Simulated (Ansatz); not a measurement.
**PBE against r2SCAN: ZnTe, uniaxial stress, 3 GPa compression along x**

The reference is ZnTe in the zinc blende structure (space group F-43m, No. 216; a = 6.1791 Å). Axes: x, y, z lie along the cube axes.

(Cell as relaxed with PBE.)

Levels (all Ansatz, an electronic-structure program, PAW): PBE (420 eV, no spin-orbit coupling); r2SCAN (500 eV, without spin-orbit coupling).

Each level relaxes its own structure.

| base | PBE | r2SCAN |
|---|---|---|
| volume per atom | 29.49 Å³ | 28.56 Å³ |
| lattice parameter a | 6.179 Å | 6.113 Å |
| band gap | 1.08 eV | 1.79 eV |

The change: uniaxial stress, 3 GPa compression along x, with the cell and atoms free to relax against it.

```tsv
quantity	PBE	r2SCAN
shift of the gap caused by the change	-0.20 eV	?
strain response (xx, yy, zz)	(−9.42, +3.65, +3.65) %	?
band gap	0.88 eV	?
hole mass	0.075 mₑ along x, 0.46 mₑ across (at Γ)	?
```

Q: Given the PBE results, estimate those of r2SCAN.

A: 
- shift of the gap caused by the change, r2SCAN: -0.18 eV
- strain response (xx, yy, zz), r2SCAN: (−8.37, +3.27, +3.27) %
- band gap, r2SCAN: 1.61 eV
- hole mass, r2SCAN: 0.12 mₑ along x, 0.43 mₑ across (at Γ)

PBE's band gap lies 0.73 eV below r2SCAN's. Neither level is exact; r2SCAN is the comparison here, not a measurement.

Spin-orbit coupling, missing from the scalar runs, can matter with Te. Effective masses come from finite differences of ±0.01 Å⁻¹. Stability under load was not tested beyond the relaxation.
